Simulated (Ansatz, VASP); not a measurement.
One calculation of GaN, two programs

```xyz
4
Lattice="3.1187 0.0000 0.0000 -1.5593 2.7009 0.0000 0.0000 0.0000 5.0812" Properties=species:S:1:pos:R:3 pbc="T T T"
Ga    0.0000    1.8006   -0.0036
Ga    1.5593    0.9003    2.5370
N     0.0000    1.8006    1.9090
N     1.5593    0.9003    4.4496
```

Alike in both runs: functional PBE; k mesh 12 × 12 × 6; occupations gaussian, width 0.02 eV; no spin polarisation.

Ansatz relaxed the structure, and its values are those at the end. VASP's run is a single point on that final structure, the one shown.

|  | VASP | Ansatz |
| --- | --- | --- |
| version | VASP 6.6.1 | Ansatz 0.2.0 |
| potentials or method | VASP PAW PBE potentials, release 64 (Ga_d, N) | scalar-relativistic, plane waves, PAW |
| plane-wave cutoff (eV) | 520 | 420 |
| valence electrons in the cell | 36 | 36 |

|  | VASP | Ansatz | Ansatz less VASP |
| --- | --- | --- | --- |
| gap on the k mesh at the Fermi level (eV) | 2.35 | 2.34 | -0.013 |
| least direct gap on the mesh (eV) | 2.35 | 2.34 | -0.013 |
| pressure (GPa) | 19.9 | 20.0 | +0.10 |

Caveats: so large a pressure means that the cell lies far from this level's equilibrium, or that cutoff or potentials fall short (VASP). As with any semilocal functional, this PBE gap is likely too small.
